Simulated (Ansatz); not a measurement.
## Stress against strain in PbS

```
CELL_PARAMETERS angstrom
0.00000 2.96500 2.96500
2.96500 0.00000 2.96500
2.96500 2.96500 0.00000
ATOMIC_POSITIONS crystal
Pb 0.00000 0.00000 0.00000
S 0.50000 0.50000 0.50000
```

Atom numbers follow the list: Pb1, S2.

The conventional cell has a = 5.930 Å, b = 5.930 Å, c = 5.930 Å, α = 90.00°, β = 90.00°, γ = 90.00°. Around Pb (atom 1) lie 6 S at 2.96 Å. S (atom 2) is surrounded by 6 Pb at 2.96 Å.

The cell is COD entry 9000001, as deposited and not checked against the literature; nothing was relaxed.

Spin–orbit coupling is left out, though it moves levels of the heavy atoms by tenths of an eV or more.

The calculation used Ansatz 0.2.0, DFT, PBE, all-electron LAPW, scalar-relativistic.

Sampling and basis: a Γ-centred 8×8×8 k mesh, Fermi–Dirac smearing of 0.01 eV, basis error target 0.5 meV/atom, no spin polarisation.

The strain is applied along the Cartesian axes of the cell as listed (the other components stay zero). Fractional coordinates are held (clamped ions).

σ is the change of stress from the unstrained cell, which is at 2.29 GPa; tension is positive, so slopes are stress–strain coefficients at that pressure.

Only quantities that a quadratic follows smoothly over the whole series are listed; rougher ones are left out.

```
    εzz  σzz (GPa)  σxx (GPa)
-0.0300      -5.42      -0.58
-0.0200      -3.40      -0.38
 0.0000       0.00       0.00
 0.0100       1.41       0.19
 0.0200       2.65       0.37
 0.0300       3.73       0.55
```

**Question.** Fit the series and read off the stiffness at zero strain.

**Answer.** Least-squares fits y = p0 + p1 x + p2 x² to the rows give σzz (GPa): p1 = 152, p2 = -930; σxx (GPa): p1 = 18.8, p2 = -19. So C11 = 152 GPa and C12 = 19 GPa, which gives B = (C11 + 2 C12)/3 = 63 GPa.

**Question.** One run, at εzz = -0.0100, is withheld. Predict its row.

**Answer.** The fits give -1.62, -0.19; the run gave -1.60, -0.19.
